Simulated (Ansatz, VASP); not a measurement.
Two plane-wave programs on In

```
CELL_PARAMETERS angstrom
3.37691 0.00000 0.00000
0.24723 3.36784 0.00000
-1.81207 -1.68392 2.29876
ATOMIC_POSITIONS crystal
In 0.00000 0.00000 0.00000
```

Alike in both runs: task single point; functional LDA; k mesh 11 × 11 × 11; occupations gaussian, width 0.05 eV; no spin polarisation.

```csv
,VASP,Ansatz
version,VASP 6.6.1,Ansatz 0.2.0
potentials or method,"VASP PAW LDA potentials, release 64 (In_d)",Ansatz PAW
plane-wave cutoff (eV),520,420
valence electrons in the cell,13,13
```

Ansatz gave:

| Property | Result |
| --- | --- |
| gap on the k mesh at the Fermi level (eV) | none |
| pressure (GPa) | -2.6 |
| largest component of the traceless stress (GPa) | 0.19 |

Task: What did VASP give for the same quantities?

Result: gap on the k mesh at the Fermi level (eV): none; pressure (GPa): -2.6; largest component of the traceless stress (GPa): 0.17.

A gap of «none» marks a metal or a gap that the smearing closes.

Caveats: the PAW data sets come from PBE, with cores solved anew for the run's functional, which leaves a small shift of forces and pressure (Ansatz).
